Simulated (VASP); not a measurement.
# Al32H (a cell with a defect): single point with PBE

Al32H (a cell with a defect):

```xyz
33
Lattice="8.1000 0.0000 0.0000 0.0000 8.1000 0.0000 0.0000 0.0000 8.1000" Properties=species:S:1:pos:R:3 pbc="T T T"
Al    4.0347   -0.0253    0.0080
Al    6.0745    2.0274    0.0178
Al    6.0865   -0.0102    2.0132
Al   -0.0166    0.0067    0.0164
Al    2.0471    2.0140    0.0224
Al    4.0319    4.0321   -0.0057
Al    6.0527    6.1036    0.0258
Al    2.0327   -0.0253    2.0098
Al    4.0476    2.0242    2.0226
Al    6.0257    4.0280    2.0737
Al    4.0380   -0.0102    4.0616
Al    6.0769    2.0242    4.0521
Al    6.0898   -0.0253    6.0667
Al   -0.1764    4.0954    0.1765
Al    2.0228    6.0740   -0.0019
Al   -0.0180    2.0273    2.0252
Al    2.0192    4.0321    2.0071
Al    4.0324    6.0794    2.0075
Al   -0.0082   -0.0253    4.0650
Al    2.0425    2.0273    4.0496
Al    4.0988    4.0280    4.0010
Al    6.0921    6.0794    4.0673
Al    2.0412    0.0067    6.0584
Al    4.0500    2.0274    6.0570
Al    6.0927    4.0321    6.0804
Al   -0.0261    6.1037    2.0469
Al    0.0053    4.0321    4.0677
Al    2.0506    6.1037    4.0278
Al   -0.0226    2.0140    6.0523
Al    2.2009    4.0954    5.8982
Al    4.0718    6.1036    6.0489
Al    0.0017    6.0740    6.0766
H     1.0125    3.5198    7.0876
```

The cell was built by a generator and needn't be a form met in nature.

```json
{
 "Program": "VASP 6.6.1",
 "Task": "single point",
 "Functional": "PBE",
 "Potentials or basis": "VASP PAW PBE potentials, release 64 (Al, H)",
 "Cutoff": "520 eV",
 "k mesh": "2 × 2 × 2",
 "Occupations": "gaussian, width 0.05 eV",
 "Spin": "no spin polarisation"
}
```

```json
{
 "Pressure": "1.0 GPa",
 "Largest force": "0.490 eV/Å",
 "Band gap on the k mesh": "none (metal or under the smearing width)"
}
```

Forces on the atoms (eV/Å):
```
Al  -0.001 -0.006  0.003
Al   0.017  0.024  0.000
Al   0.003  0.011 -0.003
Al  -0.001  0.031  0.001
Al   0.015  0.013  0.014
Al  -0.002  0.001  0.002
Al  -0.006  0.028  0.002
Al   0.003 -0.006 -0.001
Al   0.004  0.013  0.004
Al   0.014  0.007 -0.013
Al  -0.003  0.011  0.003
Al  -0.006  0.014 -0.005
Al   0.000 -0.006 -0.003
Al   0.032  0.057 -0.032
Al  -0.011  0.005 -0.011
Al   0.000  0.025 -0.017
Al   0.002  0.001 -0.002
Al  -0.013  0.013 -0.013
Al  -0.003 -0.006  0.001
Al   0.000  0.025  0.017
Al  -0.014  0.007  0.013
Al   0.012  0.012  0.013
Al   0.001  0.031 -0.001
Al  -0.017  0.024  0.001
Al   0.003  0.001 -0.001
Al  -0.002  0.028  0.006
Al  -0.001  0.000  0.003
Al   0.003  0.028 -0.006
Al  -0.014  0.013 -0.014
Al  -0.031  0.057  0.032
Al   0.006  0.028 -0.002
Al   0.009  0.006  0.009
H    0.000 -0.490  0.000
```

Stress tensor (GPa, compression positive):
```
 0.96  0.00 -0.60
 0.00  1.09  0.00
-0.60  0.00  0.96
```

Levels at points of the mesh, in eV from the Fermi level:
| k point | band 45 | band 46 | band 47 | band 48 | band 49 | band 50 | band 51 | band 52 |
| --- | --- | --- | --- | --- | --- | --- | --- | --- |
| (0.00, 0.00, 0.00) | -0.35 | 0.46 | 0.47 | 0.47 | 0.48 | 0.55 | 0.59 | 1.01 |
| (0.50, 0.00, 0.00) | -0.29 | -0.07 | -0.05 | -0.03 | 0.04 | 0.06 | 0.08 | 0.15 |
| (0.00, 0.50, 0.00) | -0.43 | -0.10 | -0.03 | -0.02 | 0.04 | 0.07 | 0.09 | 0.12 |
| (0.00, 0.00, 0.50) | -0.29 | -0.07 | -0.05 | -0.03 | 0.04 | 0.06 | 0.08 | 0.15 |
| (0.50, 0.50, 0.00) | -0.10 | -0.09 | -0.08 | -0.04 | 0.76 | 1.08 | 1.08 | 1.15 |
| (0.00, 0.50, 0.50) | -0.10 | -0.09 | -0.08 | -0.04 | 0.76 | 1.08 | 1.08 | 1.15 |
| (0.50, 0.00, 0.50) | -0.30 | -0.08 | -0.07 | -0.04 | 0.78 | 1.09 | 1.12 | 1.14 |
| (0.50, 0.50, 0.50) | -0.41 | -0.40 | -0.39 | -0.39 | -0.38 | -0.37 | -0.36 | -0.36 |

It took 3.1 min on 1 thread of Intel(R) Xeon(R) Platinum 8488C (Sapphire Rapids), on a shared host, peak memory 0.56 GiB.

Caveat: the k mesh is coarse (spacing up to 0.39 Å⁻¹), so the values aren't converged.
